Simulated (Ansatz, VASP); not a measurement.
**One calculation of KCl (Sylvite), two programs**

```
K Cl
1.0
     0.00000    3.14647    3.14647
     3.14647    0.00000    3.14647
     3.14647    3.14647    0.00000
K Cl
1 1
Cartesian
  0.0000 0.0000 0.0000
  3.1465 3.1465 3.1465
```

Alike in both runs: task relaxation of cell and atoms; functional PBEsol; k mesh 7 × 7 × 7; occupations fermi-dirac, width 0.05 eV; no spin polarisation.

|  | VASP | Ansatz |
| --- | --- | --- |
| version | VASP 6.6.1 | Ansatz 0.2.0 |
| potentials or method | VASP PAW PBE potentials, release 64 (K_sv, Cl), cutoff 600 eV | all-electron LAPW, scalar-relativistic |

```csv
,VASP,Ansatz,Ansatz less VASP
relaxed volume (Å³/atom),30.57,30.41,-0.168
relaxed cell length with the largest relative difference (Å),4.422,4.414,-0.0081
```

Ansatz ran all-electron here, so the differences hold the error of VASP's frozen core and of both bases.

Caveats: an odd mesh through Γ misses points on the zone boundary, where band edges often lie; the PAW data sets were made with another functional, which shifts forces and pressure a little (VASP). PBEsol gaps usually lie below the measured ones, often by a third to a half.
